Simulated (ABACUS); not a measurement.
Set up this calculation in ABACUS 3.10.1, as the native input.

```yaml
Task: single point
Functional: PBE
Potentials_or_basis: PseudoDojo NC SR 0.4.1 PBE standard
Cutoff: 1361 eV
Density_cutoff: 5442 eV
Basis: TZDP LCAO (the cutoffs set its grid)
k_mesh: 11 × 11 × 6
Occupations: fermi-dirac, width 0.05 eV
Spin: collinear spin, ferromagnetic start
Starting_moments: "[4.0, 0.0, 0.0] μB"
Orbital_files: Mn Mn_confined-atom_7au_4s3p3d1f.orb, O O_confined-atom_6au_3s3p2d1f.orb
Radial_cutoff_of_the_potentials_pseudo_rcut: 10 bohr
SCF_threshold_on_the_density: 1e-07
Max_SCF_steps: 100
Eigensolver: genelpa
Mixing: broyden
Mixing_share: 0.4
Symmetry_key: 1
```

MnO2:

```
Mn O
1.0
     2.85658    0.00000    0.00000
    -1.42829    2.47387    0.00000
     0.00000    0.00000    4.60137
Mn O
1 2
Direct
  0.00000 0.00000 0.50000
  0.33333 0.66667 0.70629
  0.66667 0.33333 0.29371
```

Measurements of this composition are mostly on another form, of space group No. 136.

One way to write it, as run:

INPUT

```
INPUT_PARAMETERS
suffix              MnO2
calculation         scf
basis_type          lcao
pseudo_dir          ./
orbital_dir         ./
symmetry            1
dft_functional      pbe
ecutwfc             100
pseudo_rcut         10
nspin               2
nbands              20
ks_solver           genelpa
smearing_method     fd
smearing_sigma      0.00367493
scf_thr             1e-07
scf_nmax            100
mixing_type         broyden
mixing_beta         0.4
cal_force           1
cal_stress          1
out_mul             1
```

STRU

```
ATOMIC_SPECIES
Mn 54.9380 Mn.upf
O 15.9990 O.upf

NUMERICAL_ORBITAL
Mn_confined-atom_7au_4s3p3d1f.orb
O_confined-atom_6au_3s3p2d1f.orb

LATTICE_CONSTANT
1.8897261246

LATTICE_VECTORS
2.8565781804 0.0000000000 0.0000000000
-1.4282890902 2.4738692722 0.0000000000
0.0000000000 0.0000000000 4.6013740589

ATOMIC_POSITIONS
Direct

Mn
0.0
1
0.0000000000 0.0000000000 0.5000000000 1 1 1 mag 4

O
0.0
2
0.3333333333 0.6666666667 0.7062925700 1 1 1 mag 0
0.6666666667 0.3333333333 0.2937074300 1 1 1 mag 0
```

KPT

```
K_POINTS
0
Gamma
11 11 6 0 0 0
```

Potentials or basis: PseudoDojo NC SR 0.4.1 PBE standard, TZDP LCAO (the cutoffs set its grid).

Launch:

```sh
$ OMP_NUM_THREADS=1 mpirun -np 4 abacus > log
```

Results of the run:

- Pressure: 5.3 GPa
- Largest force: 0.260 eV/Å
- Band gap on the k mesh: 0.95 eV, indirect (least direct gap 1.00 eV)
- Net moment: 3.00 μB per cell
- Absolute moment: 3.06 μB per cell
- Site moments: Mn +3.10; O -0.05 μB
- Mulliken charges: Mn +0.91; O -0.46 e

Caveat: the atomic orbitals were generated for these runs and aren't a published set; Mulliken charges move with the basis; an odd mesh through Γ misses points on the zone boundary, where band edges often lie; the basis of atomic orbitals isn't converged, which shifts pressures, moduli and gaps; a cell with one magnetic atom can't hold antiferromagnetic order, which such compounds often take.

Run time: 41 s on 4 MPI ranks on AMD EPYC 7B13 (Zen 3) (shared host), peak memory 0.68 GiB a rank.
